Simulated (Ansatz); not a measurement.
# Al (P-1) in Ansatz: notebook, part 2 of 2

Ansatz 0.2.0. The steps go on from the part before.

### 3 Relaxation of cell and atoms, revPBE+D3(BJ) (cell sheared at random, sigma 0.03, atoms nudged by 0.01 Å)

The input, input.yaml:

```yaml
crystal:
  lattice:
    - [-0.02045521, 1.97065405, 2.04383284]
    - [2.00265691, 0.00996627, 2.01341136]
    - [2.05929448, 1.99687013, -0.04667129]
  atoms:
    - { symbol: Al, position: [0.0, 0.0, 0.0] }
hamiltonian:
  xc: revpbe
  pseudopotentials: { kind: paw }
  dispersion: d3bj
kpoints:
  mp_grid: { grid: [11, 11, 11] }
scf:
  occupations: { method: fermi_dirac, width: 0.05 }
output:
  forces: true
  stress: true
  eigenvalues: true
  write_density: true
  write_potential: true
  elf: true
  volumetric_format: npy
relax:
  f_tol: 0.01
  max_steps: 40
  cell: { stress_tol: 0.05 }
```

Potentials or basis: Ansatz PAW.

Launch:

```console
$ ansatz run input.yaml --threads 2 --pin off --max-ram 5632MiB --backend cpu --events-out ev --progress --plain --runs-dir out
```

Output:

```text
Warning: RAYON_NUM_THREADS=2 ignored (pool sized by the plan → 2); use --threads N
Engine: ansatz 0.2.0, x86_64-unknown-linux-gnu
Pseudopotentials: kind: paw
Pseudopotential: Al, paw, valence charge 3, recommended cutoff 420 eV (normal), Al.paw.azcp
Functional definition: revPBE
  parameter kappa = 1.245
  parameter beta = 0.06672455060314922
  exchange = pbe_x(kappa = kappa, mu = beta*pi^2/3)
  correlation = pbe_c(beta = beta)
Crystal: 1 atoms, lattice volume = 16.569 Å³
Basis set: ecut = 420 eV, 327 PW (Γ), exchange–correlation on 40×40×40 points (8 copies of the dense FFT grid, shifted against one another)
Bands: 6, of which v1, the nominal top of the filled ones, is band 2 counted from 1 (1 counted from 0)
Symmetry: 2 space group operations
Space group: P-1 (ITA 2), of the structure as read, at distance tolerance 2.5e-5 Å
k-points: 666 of 1331
Non-local potential: Al, projectors of the file, l = 0: 2, l = 1: 2, l = 2: 1
PAW form: soft (Blöchl's): semilocal exchange-correlation on the pseudo side does not see the compensation charge
PAW frozen core: Al, regenerated for the run's functional, and the local potential with it (the file was generated under x = pbe(κ = 0.804, μ = 0.2195149727645171), c = pbe(β = 0.06672455060314922))
PAW one-centre angular grid: Al, 110 points (default); XC on 64 Gauss nodes
Initial density: superposition of atomic densities (neutral atoms: chi_scale 0, normalization atom), corrected by the library's trained network
Initial wavefunctions: pseudopotential atomic-orbital guess
Functional: x = revpbe(κ = 1.245, μ = 0.2195149727645171), c = pbe(β = 0.06672455060314922)
SCF iter   1: F=—  HF=-540.262299 eV  |F-HF|=—  |Δ(HF+E_count)|=         —  Δρ=1.49e-3  dr2=3.46e-4  ethr=1.77e-3  ⟨swp⟩=4.6  Hψ=34530  notcnv=0
preconditioner: auto → none  [metal: Δε(μ)=0.013 eV  Ē_g=13.200 eV  σ=0.050 eV  W_gap=0.07  n_scr=0 (ndim 8)  ℏωp=15.8 eV  f_vac=0.000  D(μ)=0.34/eV (n_scr^D=0)]
SCF iter   2: F=—  HF=-540.262228 eV  |F-HF|=—  |Δ(HF+E_count)|=   7.14e-5  Δρ=7.07e-4  dr2=7.75e-5  ethr=1.15e-5  ⟨swp⟩=1.2  Hψ=9485  notcnv=0  defer=5
[... 106 lines left out ...]
E sigma→0 (E₀):  -540.286506 eV
Entropy (-TS):   -0.003226 eV (-3.226 meV/atom)
Fermi energy:    8.715253 eV
--- Per-component energies (eV) ---
  E_band       = 12.330672
  E_kinetic    = 23.796839
  E_local      = 11.113130  (includes V_loc(G=0)·N_el)
  E_nonlocal   = 10.191444
  E_hartree    = 0.122713
  E_xc         = -40.248902
  E_vxc        = -29.455116  (∫ρ·V_xc dr)
  E_paw        = -469.425761  (= ΣΔE_a)
  E_vpaw       = -3.561050  (= ΣTr[D̂ρ^β])
  E_aug_tail   = -0.000001  (compensation charges beyond the density's cutoff)
  E_ewald      = -75.135675
  E_disp       = -0.684319  (pairwise vdW)
  E_core_change = -0.014361  (= ΣΔE_core)
  E_smearing   = -0.003226  (= −TS)
  E_closure    = 0.000000  (closes the sum)
  Σ components = -540.288120   (vs F -540.288120, Δ=0.00e0)
--- Forces (eV/Å), atoms counted from 1 ---
  atom   1  Al     0.00000000     0.00000000     0.00000000
  max |Σ_I F_I| component: 0.00e0 eV/Å
--- Stress (GPa, compression-positive) ---
       -0.038806       0.002271       0.001999
        0.002271       0.001156      -0.006109
        0.001999      -0.006109      -0.042596
  P = ⅓ Tr σ = -0.0267 GPa (-0.267 kbar)
--- Band table (eV; the first three rows and the last of 666) ---
  k-point 0: bands = ["-2.8689", "21.4106", "21.7398", "21.7438", "23.5354", "23.9267"]
  k-point 1: bands = ["-2.6376", "18.5096", "21.2418", "21.2450", "24.2813", "24.7808"]
  k-point 2: bands = ["-1.9461", "14.7692", "20.5750", "20.5769", "24.0231", "25.4420"]
  k-point 665: bands = ["3.8301", "4.7538", "17.4640", "18.9200", "20.7526", "22.6189"]
--- Relaxed structure (10 steps of the walk, 9 accepted, 1 SCFs on fresh bases) ---
  F+E_penalty+E_count = -540.28811972 eV   max|allowed force component| = 0.000e0 eV/Å   (the final SCF, on the basis selected at the relaxed cell)
  cell:  # Å, volume = 15.4545 Å³
    - [-0.00046999975023891485, 1.969617683373445, 1.971129544730911]
    - [1.9705068376893933, 8.44503389351122e-5, 1.9705739827252853]
    - [1.9838107763037858, 1.982940901076763, -0.013212214870154552]
  atoms:
    - { symbol: Al, position: [0.0, 0.0, 0.0] }
```

rho_z.tsv:

```text
# z_ang	rho[e/angstrom^3]
# format = ansatz-planar-average/11
# lattice	-0.000470000	1.969617683	1.971129545
# lattice	1.970506838	0.000084450	1.970573983
# lattice	1.983810776	1.982940901	-0.013212215
# sites	1
# site	13	0.000000000	0.000000000	0.000000000
0.000000	1.910732e-1
0.140247	1.912249e-1
0.280495	1.917449e-1
0.420742	1.928305e-1
0.560990	1.945331e-1
0.701237	1.963261e-1
[... 12 lines left out ...]
2.524453	1.917449e-1
2.664701	1.912249e-1
```

Wall time 59 s (2 threads of Intel Xeon at 2.50GHz (Skylake/Cascade Lake), shared host); peak memory 0.43 GiB.

What came out:

```yaml
Free_energy: -540.2881 eV
Relaxed_volume: 15.45 Å³/atom
Relaxed_cell: a = 2.787 Å, b = 2.787 Å, c = 2.805 Å, α = 60.21°, β = 60.25°, γ = 59.99°
Space_group_after_relaxing_to_0.05_Å: Fm-3m (No. 225)
Energy_gained_by_relaxing: 25.9 meV/atom
Ionic_steps: 10
Pressure_after_relaxing: 0.0 GPa
Band_gap_on_the_k_mesh: none (metal or under the smearing width)
```

The path:
```csv
step,energy change (eV),largest force (eV/Å),volume (Å³)
1,0.0000,0.0000,16.57
2,-0.0249,0.0000,15.24
3,-0.0259,0.0000,15.47
4,-0.0260,0.0000,15.46
5,-0.0260,0.0000,15.43
6,-0.0262,0.0000,15.45
7,-0.0262,0.0000,15.46
8,-0.0262,0.0000,15.46
9,-0.0262,0.0000,15.45
10,-0.0259,0.0000,15.45
```

Final structure:
```
CELL_PARAMETERS angstrom
-0.00047 1.96962 1.97113
1.97051 0.00008 1.97057
1.98381 1.98294 -0.01321
ATOMIC_POSITIONS crystal
Al 0.00000 0.00000 0.00000
```

Levels at points of the mesh, in eV from the Fermi level:
```tsv
k point	band 1	band 2	band 3	band 4	band 5
(0.00, 0.00, 0.00)	-11.58	12.70	13.02	13.03	14.82
```

Caveat: the plane-wave basis is chosen anew once the cell has moved, so the energies of steps on either side of that aren't comparable; pairwise dispersion overbinds metals, which lowers pressure and volume; the PAW data sets come from PBE, with cores solved anew for the run's functional, which leaves a small shift of forces and pressure.

### 4 Relaxation of cell and atoms, revPBE+D4 (cell sheared at random, sigma 0.03, atoms nudged by 0.01 Å)

input.yaml: that of step 3 with these lines changed.

```diff
@@ -10,3 +10,3 @@
   pseudopotentials: { kind: paw }
-  dispersion: d3bj
+  dispersion: d4
 kpoints:
@@ -19,6 +19,2 @@
   eigenvalues: true
-  write_density: true
-  write_potential: true
-  elf: true
-  volumetric_format: npy
 relax:
```

Potentials or basis: Ansatz PAW.

Launch:

```console
$ ansatz run input.yaml --threads 2 --pin off --max-ram 5632MiB --backend cpu --events-out ev --progress --plain --runs-dir out
```

Output:

```text
Warning: RAYON_NUM_THREADS=2 ignored (pool sized by the plan → 2); use --threads N
[... 8 set-up lines as earlier in the session ...]
Crystal: 1 atoms, lattice volume = 16.569 Å³
Basis set: ecut = 420 eV, 327 PW (Γ), exchange–correlation on 40×40×40 points (8 copies of the dense FFT grid, shifted against one another)
Bands: 6, of which v1, the nominal top of the filled ones, is band 2 counted from 1 (1 counted from 0)
[... 2 set-up lines as earlier in the session ...]
k-points: 666 of 1331
[... 3 set-up lines as earlier in the session ...]
[... 193 lines left out ...]
  E_ewald      = -74.801800
  E_disp       = -0.594529  (pairwise vdW)
  E_core_change = -0.014361  (= ΣΔE_core)
  E_smearing   = -0.003204  (= −TS)
  E_closure    = 0.000000  (closes the sum)
  Σ components = -540.207039   (vs F -540.207039, Δ=0.00e0)
--- Forces (eV/Å), atoms counted from 1 ---
  atom   1  Al     0.00000000     0.00000000     0.00000000
  max |Σ_I F_I| component: 0.00e0 eV/Å
--- Stress (GPa, compression-positive) ---
        0.025927       0.011682       0.012647
        0.011682       0.035622      -0.011373
        0.012647      -0.011373       0.028371
  P = ⅓ Tr σ = 0.0300 GPa (0.300 kbar)
--- Band table (eV; the first three rows and the last of 666) ---
  k-point 0: bands = ["-2.9195", "21.1825", "21.5235", "21.5242", "23.1996", "23.6058"]
  k-point 1: bands = ["-2.6860", "18.6261", "20.6864", "20.9834", "23.8637", "24.2393"]
  k-point 2: bands = ["-1.9881", "14.8734", "20.0001", "20.2801", "23.6084", "25.0263"]
  k-point 665: bands = ["3.6287", "4.4909", "17.3440", "18.9131", "20.6955", "22.5957"]
--- Relaxed structure (17 steps of the walk, 14 accepted, 2 SCFs on fresh bases) ---
  F+E_penalty+E_count = -540.20703918 eV   max|allowed force component| = 0.000e0 eV/Å   (the final SCF, on the basis selected at the relaxed cell)
  cell:  # Å, volume = 15.6623 Å³
    - [-0.013760478553540147, 1.9928337730922017, 1.9925829458478748]
    - [1.97893943177287, 1.617746430128235e-5, 1.9789487688086218]
    - [1.9792198472713078, 1.9785900296706016, -0.00026135021250427853]
  atoms:
    - { symbol: Al, position: [0.0, 0.0, 0.0] }
```

It took 1.8 min on 2 threads of Intel Xeon at 2.50GHz (Skylake/Cascade Lake), shared host; peak memory 0.42 GiB.

What came out:

```
Free energy                            : -540.2070 eV
Relaxed volume                         : 15.66 Å³/atom
Relaxed cell                           : a = 2.818 Å, b = 2.799 Å, c = 2.799 Å, α = 60.00°, β = 60.24°, γ = 60.23°
Space group after relaxing (to 0.05 Å) : Fm-3m (No. 225)
Energy gained by relaxing              : 18.5 meV/atom
Ionic steps                            : 16
Pressure after relaxing                : 0.0 GPa
Band gap on the k mesh                 : none (metal or under the smearing width)
```

The path:
```csv
step,energy change (eV),largest force (eV/Å),volume (Å³)
1,0.0000,0.0000,16.57
2,-0.0177,0.0000,15.49
3,-0.0184,0.0000,15.67
4,-0.0185,0.0000,15.68
5,-0.0187,0.0000,15.67
6,-0.0187,0.0000,15.67
7,-0.0187,0.0000,15.67
8,-0.0184,0.0000,15.67
9,-0.0184,0.0000,15.66
10,-0.0184,0.0000,15.66
11,-0.0184,0.0000,15.66
12,-0.0184,0.0000,15.66
13,-0.0185,0.0000,15.67
14,-0.0184,0.0000,15.68
15,-0.0185,0.0000,15.66
16,-0.0185,0.0000,15.66
```

Final structure:
```
Al
1.0
    -0.01376    1.99283    1.99258
     1.97894    0.00002    1.97895
     1.97922    1.97859   -0.00026
Al
1
Direct
  0.00000 0.00000 0.00000
```

Caveat: the plane-wave basis is chosen anew once the cell has moved, so the energies of steps on either side of that aren't comparable; pairwise dispersion overbinds metals, which lowers pressure and volume; the PAW data sets come from PBE, with cores solved anew for the run's functional, which leaves a small shift of forces and pressure.

### 5 The runs side by side

```tsv
level	gap on the mesh (eV)	pressure (GPa)	relaxed volume (Å³/atom)
RPBE+D4	none	0.0	15.60
revPBE+D3(BJ)	none	0.0	15.45
revPBE+D4	none	0.0	15.66
```

Alike in all rows: task relaxation of cell and atoms; potentials or basis Ansatz PAW; no spin polarisation; cell relaxed from: cell sheared at random, sigma 0.03, atoms nudged by 0.01 Å; k mesh 11 × 11 × 11; cutoff (eV) 420; smearing fermi-dirac 0.05 eV.

Caveats: the plane-wave basis is chosen anew once the cell has moved, so the energies of steps on either side of that aren't comparable; pairwise dispersion overbinds metals, which lowers pressure and volume; the PAW data sets come from PBE, with cores solved anew for the run's functional, which leaves a small shift of forces and pressure.

Total energies depend on the potentials used, so only differences within one code and one set of settings carry meaning.
